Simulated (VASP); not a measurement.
Here is a VASP 6.6.1 calculation.

Contents of INCAR:

```
SYSTEM = PbS
  ALGO = Fast
  EDIFF = 1E-7
  EDIFFG = -0.01
  ENCUT = 600
  IBRION = 2
  ISIF = 2
  ISMEAR = 0
  LASPH = .True.
  LCHARG = .False.
  LREAL = .False.
  LWAVE = .False.
  NELM = 80
  NSW = 40
  PREC = Accurate
  SIGMA = 0.03
```

Contents of KPOINTS:

```
k-points
0
Gamma
  8 8 8
  0 0 0
```

The input POSCAR:

```
PbS                                     
1.0
    0.0000000000      2.9625937568      2.9625937568
    2.9625937568      0.0000000000      2.9625937568
    2.9625937568      2.9625937568      0.0000000000
  Pb              S             
     1     1
Direct
     0.0000000000000000    0.0000000000000000    0.0000000000000000
     0.5000000000000000    0.5000000000000000    0.5000000000000000
```

Potentials or basis: VASP PAW LDA potentials, release 64 (Pb_d, S).

The run is started by

```console
$ cat potpaw_LDA.64/Pb_d/POTCAR potpaw_LDA.64/S/POTCAR > POTCAR
$ mpirun -np 1 vasp_std > vasp.out
```

Question: Predict the band gap on the k mesh.

Answer: 0.20 eV, direct.

Final structure:
```
Pb S
1.0
     0.00000    2.96259    2.96259
     2.96259    0.00000    2.96259
     2.96259    2.96259    0.00000
Pb S
1 1
Direct
  0.00000 0.00000 0.00000
  0.50000 0.50000 0.50000
```

Caveat: the relaxation stopped at its first step, so nothing moved; spin-orbit coupling is left out, which as a rule narrows the gap of such compounds by several tenths of an eV. A k mesh can miss the band edges.
